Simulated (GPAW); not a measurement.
# A GW chain in GPAW: SnSe2, part 2 of 2

Aim: the G0W0 gap of SnSe2 on PBE, step by step.

GPAW 26.7.0; PBE and many-body steps on it, plane waves. Known limits of the many-body steps: not at the basis limit; no spin-orbit coupling.

So far. Step 3 (Bands along the symmetry lines): The gap is 0.976 eV, −0.067 eV from the run before at this level. Step 4 (Empty states on the mesh, 9×9×1 mesh, 298 bands): On this mesh the gap is 1.042 eV.

## Step 5: Screening and self-energy, 9×9×1 mesh, 133 bands, screening to 48 eV

Now the one-shot GW correction: screening in the RPA, then the self-energy of the levels asked for.

This step: G0W0 on PBE, plane waves, PAW.

Input file run.py:

```python
import json
import numpy as np
from gpaw.mpi import world
from gpaw.response.g0w0 import G0W0

gw = G0W0('full.gpw',
    filename='gw',
    kpts=[0, 1, 9],
    bands=(11, 15),
    ecut=48,
    nbands=133,
    truncation='2D',
    integrate_gamma='sphere',
    q0_correction=True,
    frequencies={'type': 'nonlinear', 'domega0': 0.15, 'omega2': 15.0},
    eta=0.1,
    nblocksmax=True)
gw.calculate()
res = {mode: {k: v for k, v in r.items() if k != 'sigma_eskwn'}
       for mode, r in gw.all_results.items()}

if world.rank == 0:
    with open('result.json', 'w') as f:
        json.dump(res, f, default=lambda x: x.tolist())
```

Started as:

```sh
mpirun -n 4 gpaw python run.py
```

Numbers of over 12 decimals in the logs are rounded to 6 here.

Output:

```text
Using integrator: PointIntegrator
NonLinearFrequencyDescriptor(from 0.000 to 68.588 eV, 159 points)
Nonperiodic BCs:  [False False  True]
Using integrator: PointIntegrator
NonLinearFrequencyDescriptor(from 0.000 to 68.588 eV, 159 points)
Nonperiodic BCs:  [False False  True]
Applying analytical 2D correction to W:
    Evaluating Gamma point contribution to W on a 15x15x1 grid
  ___  _ _ _
 |   || | | |
 | | || | | |
 |__ ||_____|
 |___|

BZ k-points: Symmetries present (total): 12

  [... matrices ...]
81 k-points: 9 x 9 x 1 Monkhorst-Pack grid
12 k-points in the irreducible part of the Brillouin zone
       k-points in crystal coordinates                weights
   0:     0.00000000    0.00000000    0.00000000          1/81
   1:     0.11111111    0.00000000    0.00000000          6/81
   2:     0.22222222   -0.11111111    0.00000000          6/81
   3:     0.22222222    0.00000000    0.00000000          6/81
   4:     0.33333333   -0.11111111    0.00000000         12/81
   5:     0.33333333    0.00000000    0.00000000          6/81
   6:     0.33333333    0.33333333    0.00000000          2/81
   7:     0.44444444   -0.22222222    0.00000000          6/81
   8:     0.44444444   -0.11111111    0.00000000         12/81
   9:     0.44444444    0.00000000    0.00000000          6/81
          ...
  11:     0.44444444    0.44444444    0.00000000          6/81

Distributing spins, k-points and bands (1 x 3 x 4) over 1 process
Number of blocks: 4

Quasi particle states:
k-points (IBZ indices): [0, 1, 9]
Band range: (11, 15)
  [... matrices ...]
Computational parameters:
Plane wave cut-off: 48 eV
Number of bands: 133
Coulomb cutoff: 2D
Broadening: 0.1 eV

fxc modes: GW
Kernel: RPA
Using full-frequency real axis integration
Summing all q:

Calculating screened Coulomb potential
2D Coulomb truncation
NonLinearFrequencyDescriptor(from 0.000 to 68.588 eV, 159 points)
Removing empty qpoint cache files...

Calculating chi0 body with:
    Ground state adapter containing:
    Number of spins: 1
    Number of kpoints: 81
    Number of irreducible kpoints: 12
    Number of completely occupied states: 13
    Number of partially occupied states: 13
    Occupied states memory: 5.55419921875 M / cpu

    Linear response parametrization:
    q_c: [0.0, 0.0, 0.0]
    Number of frequency points: 159
    Planewave cutoff: 48.0
    Number of bands: 133
    Number of planewaves: 123
    Broadening (eta): 0.1
    comm.size: 4
    kncomm.size: 1
    blockcomm.size: 4

    Memory estimate of potentially large arrays:
        chi0_wGG: 9.176296 M / cpu
Integrating chi0 body.

Symmetries of q_c:
    Direct symmetries (Uq -> q): 12
    Indirect symmetries (TUq -> q): 0
In total 12 allowed symmetries.

  [... matrices ...]
12 groups of equivalent kpoints. 85.185185% reduction.

Integral kind: spectral function
Integrating chi0 head and wings.

Symmetries of q_c:
    Direct symmetries (Uq -> q): 12
    Indirect symmetries (TUq -> q): 0
In total 12 allowed symmetries.

  [... matrices ...]
12 groups of equivalent kpoints. 85.185185% reduction.

Integral kind: spectral function wings

Calculating chi0 body with:
    Ground state adapter containing:
    Number of spins: 1
    Number of kpoints: 81
    Number of irreducible kpoints: 12
    Number of completely occupied states: 13
    Number of partially occupied states: 13
[... the further q-points ...]

Results:
f:      Occupation numbers
eps:     KS-eigenvalues [eV]
vxc:     KS vxc [eV]
exx:     Exact exchange [eV]
sigma:   Self-energies [eV]
dsigma:  Self-energy derivatives
Z:       Renormalization factors
qp:      QP-energies [eV]

k-point 0 (0): (0.000, 0.000, 0.000)                GW
band       f     eps     vxc     exx   sigma  dsigma       Z      qp
                                                                   GW
  11   1.000  -1.404 -15.637 -17.577   1.555  -0.350   0.741  -1.689
  12   1.000  -1.404 -15.637 -17.577   1.555  -0.350   0.741  -1.689
  13   0.000   0.488 -14.571 -11.278  -2.065  -0.290   0.775   1.441
  14   0.000   1.812 -12.456  -8.414  -2.975  -0.274   0.785   2.649

k-point 1 (1): (0.111, 0.000, 0.000)                GW
band       f     eps     vxc     exx   sigma  dsigma       Z      qp
                                                                   GW
  11   1.000  -1.997 -14.796 -16.913   1.641  -0.370   0.730  -2.345
  12   1.000  -1.291 -15.647 -17.593   1.567  -0.345   0.743  -1.572
  13   0.000   1.072 -15.441 -11.910  -2.148  -0.309   0.764   2.128
  14   0.000   2.459 -12.720  -8.539  -3.052  -0.293   0.774   3.332

k-point 2 (9): (0.444, 0.000, 0.000)                GW
band       f     eps     vxc     exx   sigma  dsigma       Z      qp
                                                                   GW
  11   1.000  -1.867 -14.477 -17.149   2.011  -0.379   0.725  -2.345
  12   1.000  -1.568 -15.307 -17.474   1.692  -0.360   0.735  -1.917
  13   0.000  -0.249 -13.721 -10.444  -2.104  -0.305   0.766   0.650
  14   0.000   2.967 -11.930  -7.747  -3.129  -0.287   0.777   3.786
```

Run time: 2.1 min. Hardware: 4 MPI ranks of Arm Neoverse V2, shared host; peak memory 2.1 GiB; 8.3 min of CPU time.

This step gave:

- G0W0 gap on the points computed: 2.222 eV
- least direct G0W0 gap on the computed points: 2.567 eV
- Z at the valence top: 0.7433
- Z at the conduction bottom: 0.7664
- starting gap on the mesh: 1.042 eV
- k of the valence top: 0.1111, 0, 0
- k of the conduction bottom: 0.4444, 0, 0

The gap on the mesh goes from 1.04 eV to 2.22 eV, a correction of +1.18 eV.

Limits: finite bands, cutoff and mesh; no spin-orbit coupling. v1 is the top filled band, c1 the lowest empty one. Levels before and after the correction, in eV, zero at the valence-band top of each column:

```csv
,conduction bottom,valence top
Kohn-Sham,1.04,0.00
G0W0,2.22,0.00
```

```csv
,level,energy (eV)
Kohn-Sham,(0.111 0 0) v2,-0.706
Kohn-Sham,(0.111 0 0) v1,0.000
Kohn-Sham,(0.111 0 0) c1,2.363
Kohn-Sham,(0.111 0 0) c2,3.750
Kohn-Sham,(0.444 0 0) v2,-0.576
Kohn-Sham,(0.444 0 0) v1,-0.277
Kohn-Sham,(0.444 0 0) c1,1.042
Kohn-Sham,(0.444 0 0) c2,4.258
G0W0,(0.111 0 0) v2,-0.773
G0W0,(0.111 0 0) v1,0.000
G0W0,(0.111 0 0) c1,3.700
G0W0,(0.111 0 0) c2,4.904
G0W0,(0.444 0 0) v2,-0.773
G0W0,(0.444 0 0) v1,-0.345
G0W0,(0.444 0 0) c1,2.222
G0W0,(0.444 0 0) c2,5.358
```

## Step 6: Where the time went

Times are wall times on 4 MPI ranks of Arm Neoverse V2, shared host, good to a factor of about two.

```csv
step,time,share,memory (GiB)
ground state,6.1 s,2 %,0.75
bands along the symmetry lines,9.7 s,4 %,0.82
empty states on the mesh,2.2 min,48 %,5.4
screening and self-energy,2.1 min,46 %,2.1
```

## Step 7: Results

| Quantity | Value |
| --- | --- |
| PBE gap | 0.98 eV, indirect |
| G0W0 gap on the mesh | 2.22 eV |
| G0W0 gap over the zone (rigid shift) | 2.16 eV |
| GW settings | 9×9×1 mesh, 133 bands, screening to 48 eV, full frequency, Hilbert transform |
| known limits | not at the basis limit; no spin-orbit coupling |

G0W0 moves the gap on the mesh from 1.04 eV to 2.22 eV (+1.18 eV), with Z of 0.74 and 0.77 at the edges. The mesh misses the band edges by 0.07 eV in all; a rigid shift gives 2.16 eV for the zone. Only 3 of the mesh's irreducible points were corrected, so a valley elsewhere could overtake. Bands and cutoff are finite, so the gap is not at the basis limit. The miss can reach some tenths of an eV and take either sign; the mesh is an error of its own. These stock PAW sets were not made for GW; the filled d or f shell of Se lies in the frozen core, which bears on start and correction. In the G0W0 run levels were corrected at 3 k points alone, so a gap called «on the mesh» is the least over those, and an edge elsewhere would be missed. A denser mesh or path gives a starting gap of 0.98 eV: the GW mesh misses a band edge, so its gaps are not the fundamental one. The many-body steps are scalar-relativistic: spin-orbit coupling is not in them.

[Paths, hosts, dates, memory and timing lines, banners, echoed tables and standing remarks are left out of the program output.]

[Logs are printed without paths, hosts, clocks, repeated set-up lines and the standing remarks that a program may print on its own settings, such as how far it seeks lower states.]

[Runs of the session that timed out or met a known fault of the program may be left out.]

[Hosts, paths, dates, database ids (printed as entryN), source tags and the programs' standing remarks are cut or masked in the printed files.]
